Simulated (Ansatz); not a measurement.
HfC:

```
Hf C
1.0
     0.00000    2.32500    2.32500
     2.32500    0.00000    2.32500
     2.32500    2.32500    0.00000
Hf C
1 1
Direct
  0.48449 0.52725 0.49877
  0.00201 0.01906 0.97613
```

The cell isn't the ideal one: atoms moved at random, drawn with an rms of 0.1 Å.

```yaml
Program: Ansatz 0.2.0
Task: relaxation of the atoms
Functional: PBEsol
Dispersion: D4
Potentials_or_basis: all-electron LAPW, scalar-relativistic
Basis_error_allowed: 0.001 eV/atom
k_mesh: 8 × 8 × 8
Occupations: fermi-dirac, width 0.15 eV
Spin: no spin polarisation
Hubbard_terms: Hf d U = 1 eV
```

At the start: volume 12.57 Å³/atom.

Where does the relaxation end?

Over 4 steps the energy falls by 10.9 meV/atom; space group Fm-3m (No. 225, to 0.05 Å).

Step by step:
```csv
step,energy change (eV),largest force (eV/Å)
1,0.0000,0.5659
2,-0.0182,0.2363
3,-0.0218,0.0018
4,-0.0218,0.0018
```

Final structure:
```cif
data_structure
_symmetry_space_group_name_H-M 'P 1'
_symmetry_Int_Tables_number 1
_cell_length_a 3.2880
_cell_length_b 3.2880
_cell_length_c 3.2880
_cell_angle_alpha 60.000
_cell_angle_beta 60.000
_cell_angle_gamma 60.000
_cell_volume 25.14
loop_
_atom_site_label
_atom_site_type_symbol
_atom_site_fract_x
_atom_site_fract_y
_atom_site_fract_z
_atom_site_occupancy
Hf1 Hf 0.49322 0.52317 0.48748 1
C1 C 0.99327 0.02314 0.98742 1
```

Caveat: U is the effective U less J, on atomic orbitals that reach past the spheres; the k mesh is thin for a metal, which can move the energy by tens of meV per atom; U without spin polarisation on a metal has little footing; pairwise dispersion overbinds metals, which lowers pressure and volume; the U is typed as a test and isn't derived for this compound.
